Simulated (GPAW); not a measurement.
# Ga (C2/c) in GPAW: reference runs

Reference runs on Ga: the cell as given and a disturbed copy.

Program: GPAW 26.7.0. These are calculated values, not measurements. Logs are shortened: lines on timing, memory, paths and dates and some standing lists are left out, and cuts for length are marked. The log counts tension as positive stress, the text compression.

### 1 The structure

Symmetry: C2/c, No. 15, monoclinic system. The conventional cell has a = 2.766 Å, b = 8.053 Å, c = 3.332 Å, α = 90.00°, β = 92.02°, γ = 90.00°. Around Ga (site symmetry 2) lie 8 Ga at 2.69 to 2.92 Å.

This isn't the form of Ga at room conditions, which is orthorhombic.

### 2 Single point, PBEsol

File run.py:

```python
from ase import Atoms
from ase.dft.bandgap import bandgap
from ase.io import write
from ase.units import Bohr, GPa
from gpaw import GPAW, PW, setup_paths
from gpaw.elf import elf_from_dft_calculation

setup_paths.insert(0, '.')

atoms = Atoms(['Ga', 'Ga'],
              cell=[[1.383, -4.0265, 0.0],
                    [1.383, 4.0265, 0.0],
                    [-0.1174474948, 0.0, 3.3299294416]],
              scaled_positions=[[0.131, 0.869, 0.75],
                                [0.869, 0.131, 0.25]],
              pbc=True)

calc = GPAW(mode=PW(600),
            xc='PBEsol',
            kpts={'size': (10, 10, 8), 'gamma': True},
            occupations={'name': 'fermi-dirac', 'width': 0.05},
            nbands=10,
            convergence={'density': 1e-05, 'energy': 1e-05},
            maxiter=150,
            txt='gpaw.txt')
atoms.calc = calc
energy = atoms.get_potential_energy()
forces = atoms.get_forces()
stress = atoms.get_stress()
calc.write('gs.gpw')
write('result.traj', atoms)
print(f'Energy: {energy:.6f} eV')
print('Forces (eV/A):')
print(forces.round(4))
print('Stress (GPa):', (stress / GPa).round(3))
print('Fermi level:', round(calc.get_fermi_level(), 4), 'eV')
print(f'Gap: {bandgap(calc)[0]:.4f} eV, direct: {bandgap(calc, direct=True)[0]:.4f} eV')

# fields on the real-space grid
write('density.cube', atoms, data=calc.get_pseudo_density() * Bohr**3)
write('potential.cube', atoms, data=calc.get_electrostatic_potential())
write('elf.cube', atoms, data=elf_from_dft_calculation(calc).data)
```

Potentials or basis: PAW data sets generated in the run's folder for this functional, pw.

The run is started by

```sh
$ gpaw-setup -f PBEsol Ga
$ OMP_NUM_THREADS=1 python run.py
```

gpaw.txt:

```text
__  _  _
 | _ |_)|_||  |
 |__||  | ||/\| - 26.7.0

Input parameters:
  mode=PW(ecut=600.0),
  convergence={'density': 1e-05, 'energy': 1e-05},
  kpts=MonkhorstPack(size=(10, 10, 8), gamma=True),
  maxiter=150,
  nbands=10,
  occupations=Occupations(name='fermi-dirac', width=0.05),
  xc=XC(name='PBEsol')

Diagonalizing LCAO Hamiltonian
Converting LCAO to pw mode

           Ga

       Ga

Atoms  # Å, Bohr magnetons
|   | symbol |        x |         y |        z |    initial magnetic moments |
|---|--------|----------|-----------|----------|-----------------------------|
| 0 |     Ga | 1.294914 |  2.971557 | 2.497447 | ( 0.0000,  0.0000,  0.0000) |
| 1 |     Ga | 1.353638 | -2.971557 | 0.832482 | ( 0.0000,  0.0000,  0.0000) |

Unit cell  # Å
| periodic |         x |         y |        z |  lengths |     angles |
|----------|-----------|-----------|----------|----------|------------|
|      yes |  1.383000 | -4.026500 | 0.000000 | 4.257393 |  90.656069 |
|      yes |  1.383000 |  4.026500 | 0.000000 | 4.257393 |  90.656069 |
|      yes | -0.117447 |  0.000000 | 3.329929 | 3.332000 | 142.087422 |

Number of symmetries: 2
Symmetry operations  # r_c * U_cc + t_c -> r_c
|   | kind |            matrix            |
|---|------|------------------------------|
| 0 |  E   |  1, 0, 0,  0, 1, 0,  0, 0, 1 |
| 1 |  i   | -1, 0, 0,  0,-1, 0,  0, 0,-1 |

BZ-sampling:
  Number of BZ points: 800
  Number of IBZ points: 404

  Monkhorst-Pack size: [10, 10, 8]
  Monkhorst-Pack shift: [0.05, 0.05, 0.0625]

K-points  # in reciprocal-cell coordinates
|     |                                coordinates |     weight |
|-----|--------------------------------------------|------------|
|   0 | (  0.00000000,   0.00000000,   0.00000000) | 0.00125000 |
|   1 | (  0.00000000,   0.00000000,   0.12500000) | 0.00250000 |
|   2 | (  0.00000000,   0.00000000,   0.25000000) | 0.00250000 |
|   3 | (  0.00000000,   0.00000000,   0.37500000) | 0.00250000 |
|   4 | (  0.00000000,   0.00000000,   0.50000000) | 0.00125000 |
|   5 | (  0.00000000,   0.10000000,  -0.37500000) | 0.00250000 |
|   6 | (  0.00000000,   0.10000000,  -0.25000000) | 0.00250000 |
|   7 | (  0.00000000,   0.10000000,  -0.12500000) | 0.00250000 |
|   8 | (  0.00000000,   0.10000000,   0.00000000) | 0.00250000 |
|   9 | (  0.00000000,   0.10000000,   0.12500000) | 0.00250000 |
| ... |                                            |            |
| 403 | (  0.50000000,   0.50000000,   0.50000000) | 0.00125000 |

Plane wave coefficients: 1265
Cutoff: 600.0 eV

Spin-components: 1 (collinear spins)
Bands:           10
Projectors:      10
Spin-degeneracy: 2
Datatype:        complex128

Parallelization:
  kpt:    1
  domain: 1
  band:   1

Density:
  Valence electrons: 6.0
  Components: 1
  Grid points: [25 25 20]
  Charge: 0.0  # |e|

Potential:
  Grid points: [25 25 20]

species:
  Ga:
    name:    Gallium
    Z:       31.0
    valence: 3
    core:    28
    charge:  0.0  # [|e|]
    compensation charges:
      type: gauss
      rc: 0.37  # [Å]
      lmax: 2
    cutoffs:
      filter: 2.06  # [Å]
      core: 4.17  # [Å]
    projectors
    | kind |    occ | energy [eV] | rcut [Å] |
    |------|--------|-------------|----------|
    |   4s |  2.000 |      -8.959 |    1.164 |
    |   4p |  1.000 |      -2.572 |    1.164 |
    |    s |        |      18.252 |    1.164 |
    |    p |        |      24.640 |    1.164 |
    |    d |        |       0.000 |    1.164 |

    Using partial waves for Ga as LCAO basis

Reference energy: -105688.870787  # eV

eigensolver:
  PPCG
  Converge bands: occupied
  niter=2

density mixing:
  MSR1-Mixer
  Pratt-step length: 0.05
  Maximum mixing coefficient: 0.75
  Old densities: 10
  SVD Regularization: 0.005
  Good broyden scale: 1.0
  Trust region scale: 1.0
  Backstep threshold: 4.0
  History deletion threshold: 6.0
  Fourier metric: weight=20.0, sigma=0.015

occupation numbers:
  Fermi-Dirac:
    width: 0.0500  # eV

poisson solver:
  ecut: 4800.0  # eV

xc functional:
  name: PBEsol with 2 nearest neighbor stencil

convergence criteria:
- Maximum integral of absolute [dens]ity change: 1e-05 electrons / valence electron
- Maximum [total energy] change in last 3 cyles: 1e-05 eV / valence electron
- Maximum integral of absolute [eigenst]ate change: 4e-08 eV^2 / valence electron
maximum number of iterations: 150

SCF iterations
|iter     | |      energy | eigst |  dens |
|---------|-|-------------|-------|-------|
|iter:   1| |   -6.685020 | -0.94 |       |
|iter:   2| |   -6.683670 | -3.26 | -1.05 |
|iter:   3| |   -6.669692 | -3.51 | -1.07 |
|iter:   4| |   -6.668834 | -4.18 | -1.60 |
|iter:   5| |   -6.668839 | -5.62 | -2.66 |
|iter:   6| |   -6.668839c| -6.48 | -3.16 |
|iter:   7| |   -6.668839c| -7.52c| -4.10 |
|iter:   8| |   -6.668839c| -8.51c| -4.57 |
|iter:   9| |   -6.668839c| -9.59c| -6.02c|

Converged in 9 steps
Energy contributions relative to reference atoms: (reference = -105688.870787)

Energy contributions:
  Kinetic:          17.919014
  Coulomb:         -14.229318
  Zero:              0.014226
  External:          0.000000
  Xc:              -10.369946
  Entropy:          -0.005632
  Spinorbit:         0.000000
  ----------------------------
  Free energy:      -6.671655
  Extrapolated:     -6.668839

dipole moment: (-0.000039, -0.000000, -0.000049)  # |e|*Ang

Fermi level: 6.156
Eigenvalues  # (at kpt = [0.000, 0.000, 0.000])
| band index |      eig [eV] | occ [0-2] |
|------------|---------------|-----------|
|          0 |        -5.059 |     2.000 |
|          1 |         4.075 |     2.000 |
|          2 |         4.531 |     2.000 |
|          3 |         7.815 |     0.000 |
|          4 |        11.586 |     0.000 |
|          5 |        15.871 |     0.000 |
|          6 |        16.397 |     0.000 |
|          7 |        16.587 |     0.000 |
|          8 |        16.927 |     0.000 |
|          9 |        18.945 |     0.000 |

No gap
No difference between direct/indirect transitions

Forces  # eV/Ang
|        x |        y |        z |
|----------|----------|----------|
| -0.00000 | -0.21151 |  0.00000 |  # Ga   0
|  0.00000 |  0.21151 | -0.00000 |  # Ga   1

Stress tensor  # eV/Ang^3
|         x |        y |         z |
|-----------|----------|-----------|
|  0.004506 | 0.000000 | -0.002819 |
|  0.000000 | 0.007869 |  0.000000 |
| -0.002819 | 0.000000 |  0.015199 |

# Writing to gs.gpw (mode='')
```

Wall time 61 s (1 thread of Arm Neoverse V2, shared host); peak memory 0.31 GiB.

What came out:

```yaml
Free_energy: -6.6717 eV
Pressure: -1.5 GPa
Largest_force: 0.212 eV/Å
Band_gap_on_the_k_mesh: none (metal or under the smearing width)
```

Forces in eV/Å, atoms in the order of the input:
```
Ga   0.000 -0.212  0.000
Ga   0.000  0.212  0.000
```

Stress tensor (GPa, compression positive):
```
-0.72  0.00  0.45
 0.00 -1.26  0.00
 0.45  0.00 -2.44
```

Caveat: the program warned that so skewed a cell can give wrong results.

### 3 Single point, PBEsol (atoms moved at random, drawn with an rms of 0.05 Å)

Edit run.py of step 2 so:

```diff
@@ -3,5 +3,4 @@
 from ase.io import write
-from ase.units import Bohr, GPa
+from ase.units import GPa
 from gpaw import GPAW, PW, setup_paths
-from gpaw.elf import elf_from_dft_calculation
 
@@ -13,4 +12,4 @@
                     [-0.1174474948, 0.0, 3.3299294416]],
-              scaled_positions=[[0.131, 0.869, 0.75],
-                                [0.869, 0.131, 0.25]],
+              scaled_positions=[[0.116991, 0.856835, 0.748342],
+                                [0.866666, 0.132424, 0.236628]],
               pbc=True)
@@ -37,6 +36 @@
 print(f'Gap: {bandgap(calc)[0]:.4f} eV, direct: {bandgap(calc, direct=True)[0]:.4f} eV')
-
-# fields on the real-space grid
-write('density.cube', atoms, data=calc.get_pseudo_density() * Bohr**3)
-write('potential.cube', atoms, data=calc.get_electrostatic_potential())
-write('elf.cube', atoms, data=elf_from_dft_calculation(calc).data)
```

Potentials or basis: PAW data sets generated in the run's folder for this functional, pw.

The run is started by

```sh
$ gpaw-setup -f PBEsol Ga
$ OMP_NUM_THREADS=1 python run.py
```

It took 60 s on 1 thread of Arm Neoverse V2, shared host; peak memory 0.31 GiB.

Results (log left out):

```
Free energy            : -6.6716 eV
Pressure               : -1.5 GPa
Largest force          : 0.192 eV/Å
Band gap on the k mesh : none (metal or under the smearing width)
```

Forces in eV/Å, atoms in the order of the input:
```
Ga   0.005 -0.176 -0.077
Ga  -0.005  0.176  0.077
```

Stress tensor (GPa, compression positive):
```
-0.61  0.00  0.46
 0.00 -1.28  0.13
 0.46  0.13 -2.48
```

Levels at points of the mesh, in eV from the Fermi level:
| k point | band 1 | band 2 | band 3 | band 4 | band 5 | band 6 |
| --- | --- | --- | --- | --- | --- | --- |
| (0.00, 0.00, 0.00) | -11.22 | -2.08 | -1.63 | 1.66 | 5.42 | 9.69 |
| (0.00, 0.00, 0.50) | -7.90 | -7.70 | 1.57 | 1.82 | 2.45 | 2.50 |
| (0.00, 0.50, 0.00) | -6.09 | -5.08 | -1.32 | 0.01 | 5.94 | 6.66 |
| (0.00, 0.50, 0.50) | -2.90 | -2.76 | -1.63 | -1.60 | 1.68 | 2.35 |
| (0.50, 0.00, 0.00) | -6.13 | -5.01 | -1.37 | 0.03 | 5.74 | 6.64 |
| (0.50, 0.00, 0.50) | -2.95 | -2.79 | -1.72 | -1.41 | 1.87 | 2.29 |
| (0.50, 0.50, 0.00) | -9.13 | -8.57 | 3.99 | 4.62 | 5.86 | 6.09 |
| (0.50, 0.50, 0.50) | -6.13 | -6.07 | -4.42 | -4.36 | 10.70 | 11.01 |

Caveat: the program warned that so skewed a cell can give wrong results.
